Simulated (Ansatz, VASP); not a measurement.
## Zr2HC in VASP and in Ansatz

The input INCAR:

```
  ALGO = Normal
  EDIFF = 1E-6
  ENCUT = 520
  GGA = PS
  ISIF = 2
  ISMEAR = 0
  LASPH = T
  LCHARG = T
  LELF = T
  LREAL = F
  LVHAR = T
  LWAVE = F
  NBANDS = 22
  NELM = 60
  PREC = Accurate
  SIGMA = 0.1
```

The input KPOINTS:

```
k-points
0
Gamma
  9 9 9
```

Contents of POSCAR:

```
Zr2HC
1.0
    1.5168308130      0.8757426782      4.9973062314
   -1.5168308130      0.8757426782      4.9973062314
    0.0000000000     -1.7514853564      4.9973062314
Zr H C
2 1 1
Direct
    0.7462226363      0.7462226363      0.7462226363
    0.2537773637      0.2537773637      0.2537773637
    0.0000000000      0.0000000000      0.0000000000
    0.5000000000      0.5000000000      0.5000000000
```

Input for Ansatz:

```yaml
crystal:
  lattice:
    - [1.516830813, 0.8757426782, 4.9973062314]
    - [-1.516830813, 0.8757426782, 4.9973062314]
    - [0.0, -1.7514853564, 4.9973062314]
  atoms:
    - { symbol: Zr, position: [0.7462226363, 0.7462226363, 0.7462226363] }
    - { symbol: Zr, position: [0.2537773637, 0.2537773637, 0.2537773637] }
    - { symbol: H, position: [0.0, 0.0, 0.0] }
    - { symbol: C, position: [0.5, 0.5, 0.5] }
basis:
  ecutwfc: 420
kpoints:
  mp_grid: { grid: [9, 9, 9] }
hamiltonian:
  xc: pbesol
scf:
  occupations: { method: gaussian, width: 0.1 }
output:
  forces: true
  stress: true
  eigenvalues: true
```

Alike in both runs: task single point; functional PBEsol; k mesh 9 × 9 × 9; occupations gaussian, width 0.1 eV; no spin polarisation.

|  | VASP | Ansatz |
| --- | --- | --- |
| version | VASP 6.6.1 | Ansatz 0.2.0 |
| potentials or method | VASP PAW PBE potentials, release 64 (Zr_sv, H, C) | scalar-relativistic, plane waves, PAW |
| plane-wave cutoff (eV) | 520 | 420 |
| valence electrons in the cell | 29 | 29 |

```tsv
	VASP	Ansatz	Ansatz less VASP
gap on the k mesh at the Fermi level (eV)	none	none	-
pressure (GPa)	50.1	49.7	-0.39
largest component of the traceless stress (GPa)	7.30	7.30	+0.007
rms of the force components (eV/Å)	1.016	1.023	+0.0070
```

Atom by atom the forces differ by 0.007 eV/Å (rms over components). A gap of «none» marks a metal or a gap that the smearing closes. The functional is the same, so the differences come from potentials, cutoffs and numerics.

Caveats: so large a pressure means that the cell lies far from this level's equilibrium, or that cutoff or potentials fall short (VASP); the potentials were made for another functional, which shifts forces and pressure (VASP).
